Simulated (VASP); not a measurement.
# C in VASP: relaxation of the atoms with PBEsol

Aim: the relaxation of the atoms of C with PBEsol.

Everything below comes from runs of VASP 6.6.1. Logs are shortened: lines on timing, memory, paths and dates and some standing lists are left out, and cuts for length are marked.

## 1. The slab as given

The cell holds a slab with vacuum, 12 atoms: a = 5.044 Å, b = 2.522 Å, c = 20.058 Å, α = 90.00°, β = 90.00°, γ = 90.00°.

The slab is cut from a database's or a generator's crystal, which needn't be the stable form of the element.

## 2. Relaxation of the atoms, PBEsol

INCAR

```
ALGO = Fast ; DIPOL = 0.5 0.5 0.500
EDIFF = 1E-7 ; EDIFFG = -0.015
ENCUT = 520 ; GGA = PS
IBRION = 2 ; IDIPOL = 3
ISIF = 2 ; ISMEAR = 0
KPAR = 8 ; LASPH = True
LCHARG = False ; LDIPOL = True
LREAL = False ; LWAVE = False
NELM = 60 ; NSW = 100
PREC = Accurate ; SIGMA = 0.05
```

KPOINTS

```
k-points
0
Gamma
  6 10 1
```

POSCAR

```
C
1.0
    5.0441320810      0.0000000000      0.0000000000
    0.0000000000      2.5220660410      0.0000000000
    0.0000000000      0.0000000000     20.0584250000
C
12
Direct
    0.3450000000      1.0000000000      0.3988349035
    0.2500000000      0.5000000000      0.4333184186
    0.0000000000      0.5000000000      0.4777728062
    0.0000000000      0.0000000000      0.5222271938
    0.2500000000      0.0000000000      0.5666815814
    0.3450000000      0.5000000000      0.6011650965
    0.6550000000      1.0000000000      0.3988349035
    0.7500000000      0.5000000000      0.4333184186
    0.5000000000      0.5000000000      0.4777728062
    0.5000000000      0.0000000000      0.5222271938
    0.7500000000      0.0000000000      0.5666815814
    0.6550000000      0.5000000000      0.6011650965
```

Potentials or basis: VASP PAW PBE potentials, release 64 (C).

Launch:

```console
cat potpaw_PBE.64/C/POTCAR > POTCAR
mpirun -np 8 vasp_std > vasp.out
```

OUTCAR:

```text
EDIFF = 1E-7
   EDIFFG = -0.015
   ENCUT = 520
   GGA = PS
   IBRION = 2
   ISIF = 2
   ISMEAR = 0
   LASPH = True
   LREAL = False
   NELM = 60
   NSW = 100
   PREC = Accurate

 ion  position               nearest neighbor table
   1  0.345  0.000  0.399-   2 1.52   2 1.52   7 1.56
   2  0.250  0.500  0.433-   1 1.52   1 1.52   9 1.54   3 1.54
   3  0.000  0.500  0.478-   2 1.54   8 1.54   4 1.54   4 1.54
   4  0.000  0.000  0.522-   5 1.54  11 1.54   3 1.54   3 1.54
   5  0.250  0.000  0.567-   6 1.52   6 1.52  10 1.54   4 1.54
   6  0.345  0.500  0.601-   5 1.52   5 1.52  12 1.56
   7  0.655  0.000  0.399-   8 1.52   8 1.52   1 1.56
   8  0.750  0.500  0.433-   7 1.52   7 1.52   9 1.54   3 1.54
   9  0.500  0.500  0.478-   2 1.54   8 1.54  10 1.54  10 1.54
  10  0.500  0.000  0.522-   5 1.54  11 1.54   9 1.54   9 1.54
  11  0.750  0.000  0.567-  12 1.52  12 1.52   4 1.54  10 1.54
  12  0.655  0.500  0.601-  11 1.52  11 1.52   6 1.56

  LATTYP: Found a simple orthorhombic cell.
 ALAT       =     2.5220660410
 B/A-ratio  =     1.9999999996
 C/A-ratio  =     7.9531719923

  Lattice vectors:

 A1 = (   0.0000000000,  -2.5220660410,   0.0000000000)
 A2 = (   5.0441320810,   0.0000000000,   0.0000000000)
 A3 = (   0.0000000000,   0.0000000000,  20.0584250000)

Analysis of symmetry for initial positions (statically):
=====================================================================
 Subroutine PRICEL returns:
 Original cell was already a primitive cell.

 Routine SETGRP: Setting up the symmetry group for a
 simple orthorhombic supercell.

 Subroutine GETGRP returns: Found  8 space group operations
 (whereof  4 operations were pure point group operations)
 out of a pool of  8 trial point group operations.

The static configuration has the point symmetry C_2v.
 The point group associated with its full space group is D_2h.

Analysis of symmetry for dynamics (positions and initial velocities):
=====================================================================
 Subroutine PRICEL returns:
 Original cell was already a primitive cell.

 Routine SETGRP: Setting up the symmetry group for a
 simple orthorhombic supercell.

 Subroutine GETGRP returns: Found  8 space group operations
 (whereof  4 operations were pure point group operations)
 out of a pool of  8 trial point group operations.

The dynamic configuration has the point symmetry C_2v.
 The point group associated with its full space group is D_2h.

[... 146 lines left out ...]
   LEPSILON=     F    determine dielectric tensor
   LRPA    =     F    only Hartree local field effects (RPA)
 conjugate gradient relaxation of ions
 non-spin polarized calculation
 RMM-DIIS sequential band-by-band and
 Gauss-broadening in eV      SIGMA  =   0.05
  energy-cutoff  :      520.00
  volume of cell :      255.18
 maximum number of plane-waves:      6925
 NGX is ok and might be reduce to    40
   NGX = 19   NGY =  9   NGZ = 75

--------------------------------------- Ionic step        1  -------------------------------------------

 number of electron      48.0000004 magnetization

 Free energy of the ion-electron system (eV)
  ---------------------------------------------------
  ext. energy  EPLUGINS =         0.00000000
  ---------------------------------------------------
  free energy    TOTEN  =      -104.96129019 eV

  energy without entropy =     -104.95540839  energy(sigma->0) =     -104.95834929

------------------------ aborting loop because EDIFF is reached ----------------------------------------

  FORCE on cell =-STRESS in cart. coord.  units (eV):
  Direction    XX          YY          ZZ          XY          YZ          ZX
  --------------------------------------------------------------------------------------
  -------------------------------------------------------------------------------------
  Total      -19.5383485      7.5141530      7.5201549      0.0000000      0.0000000      0.0000000
  in kB     -122.6757438     47.1792334     47.2169182      0.0000000      0.0000000      0.0000000
  external PRESSURE =      -9.4265307 kB  Pullay stress =       0.0000000 kB
[... 119 lines left out ...]
  FREE ENERGIE OF THE ION-ELECTRON SYSTEM (eV)
  ---------------------------------------------------
  free  energy   TOTEN  =      -106.0495676525 eV

  energy  without entropy=     -106.0430976892  energy(sigma->0) =     -106.04633267

 dipolmoment           0.000000      0.000000      0.000000 electrons x Angstroem

[... ionic steps 4 to 13 ...]

--------------------------------------- Ionic step       14  -------------------------------------------

 number of electron      48.0000005 magnetization

------------------------ aborting loop because EDIFF is reached ----------------------------------------
[... 87 lines left out ...]
--------------------------------------- Ionic step       16  -------------------------------------------

 number of electron      48.0000005 magnetization

 dipolmoment           0.000000      0.000000     -0.000000 electrons x Angstroem

 Free energy of the ion-electron system (eV)
  ---------------------------------------------------
  ext. energy  EPLUGINS =         0.00000000
  ---------------------------------------------------
  free energy    TOTEN  =      -106.48051132 eV

  energy without entropy =     -106.48051132  energy(sigma->0) =     -106.48051132

 E-fermi :  -0.9161     XC(G=0):  -4.5003

 val. band max:       -1.1683977308   @ k =   0.5000   0.1000   0.0000
 cond. band min:      -0.5663565899   @ k =   0.0000   0.4000   0.0000
 fundamental gap:      0.6020411409
 Fermi energy:        -0.9161221964

 k-point     1 :       0.0000    0.0000    0.0000
  band No.  band energies     occupation
      1     -23.0139      2.00000
      2     -21.3040      2.00000
      3     -18.2904      2.00000
      4     -17.4563      2.00000
      5     -16.6419      2.00000
      6     -16.1524      2.00000
[... 805 lines left out ...]
     30       4.6052      0.00000
     31       6.2428      0.00000

------------------------ aborting loop because EDIFF is reached ----------------------------------------

 vacuum level on the upper side and lower side of the slab       (xc-potential included)        -0.090        -0.090

  FORCE on cell =-STRESS in cart. coord.  units (eV):
  Direction    XX          YY          ZZ          XY          YZ          ZX
  --------------------------------------------------------------------------------------
  -------------------------------------------------------------------------------------
  Total      -12.5271280     10.4742215     -0.0880652      0.0000000      0.0000000      0.0000000
  in kB      -78.6542810     65.7646636     -0.5529365      0.0000000      0.0000000      0.0000000
  external PRESSURE =      -4.4808513 kB  Pullay stress =       0.0000000 kB
[... 27 lines left out ...]
  FREE ENERGIE OF THE ION-ELECTRON SYSTEM (eV)
  ---------------------------------------------------
  free  energy   TOTEN  =      -106.4805113225 eV

  energy  without entropy=     -106.4805113225  energy(sigma->0) =     -106.48051132

 reached required accuracy - stopping structural energy minimisation

 vacuum level on the upper side and lower side of the slab         4.046         4.046
```

It took 5.3 min on 8 MPI ranks of Intel Xeon Platinum 8559C (Emerald Rapids), shared host; peak memory 0.44 GiB.

Results:

```
Free energy                  : -106.4805 eV
Energy gained by relaxing    : 126.6 meV/atom
Ionic steps                  : 16
Largest force after relaxing : 0.012 eV/Å
Band gap on the k mesh       : 0.60 eV, indirect (least direct gap 1.01 eV)
```

Forces on the atoms (eV/Å):
```
C    0.004  0.000  0.000
C    0.004  0.000 -0.002
C    0.000  0.000  0.012
C    0.000  0.000 -0.012
C    0.004  0.000  0.002
C    0.004  0.000  0.000
C   -0.004  0.000  0.000
C   -0.004  0.000 -0.002
C    0.000  0.000 -0.002
C    0.000  0.000  0.002
C   -0.004  0.000  0.002
C   -0.004  0.000  0.000
```

Step by step:
```tsv
step	energy change (eV)	largest force (eV/Å)	pressure (GPa)
1	0.0000	3.9345	-0.94
2	0.0969	9.9817	2.74
3	-1.0883	3.0680	-0.03
4	1.2179	15.0692	7.97
5	-1.3372	2.6266	0.48
6	-1.4071	2.3012	0.86
7	-1.4230	2.0443	1.21
8	-1.2896	3.9237	0.36
9	-1.4910	0.4168	0.81
10	-1.5094	0.2497	0.05
11	-1.5103	0.3097	-0.16
12	-1.5187	0.1172	-0.44
13	-1.5187	0.1179	-0.45
14	-1.5180	0.2147	-0.40
15	-1.5192	0.0226	-0.43
16	-1.5192	0.0124	-0.45
```

Final structure:
```
C
1.0
     5.04413    0.00000    0.00000
     0.00000    2.52207    0.00000
     0.00000    0.00000   20.05842
C
12
Direct
  0.36230 0.00000 0.39611
  0.26662 0.50000 0.43070
  0.00000 0.50000 0.47491
  0.00000 0.00000 0.52509
  0.26662 0.00000 0.56930
  0.36230 0.50000 0.60389
  0.63770 0.00000 0.39611
  0.73338 0.50000 0.43070
  0.50000 0.50000 0.48029
  0.50000 0.00000 0.51971
  0.73338 0.00000 0.56930
  0.63770 0.50000 0.60389
```

Levels at points of the mesh, in eV from the valence-band top:
```
           k point  band 20  band 21  band 22  band 23  band 24  band 25  band 26  band 27  band 28  band 29
(0.00, 0.00, 0.00)    -2.68    -2.55    -2.37    -1.41    -0.22     1.29     2.63     4.02     4.14     4.79
(0.50, 0.00, 0.00)    -2.89    -2.83    -1.26    -1.17    -0.14     0.90     2.21     4.77     5.99     6.09
(0.00, 0.50, 0.00)    -5.06    -2.95    -2.95    -2.08    -2.08     0.83     0.83     4.57     4.57     7.18
(0.50, 0.50, 0.00)    -5.25    -5.23    -5.23    -1.82    -1.82     0.73     0.73     4.48     4.48     5.77
```

Caveat: the PAW data sets were made with another functional, which shifts forces and pressure a little. A hybrid or GW would open this gap; PBEsol tends to underestimate it.
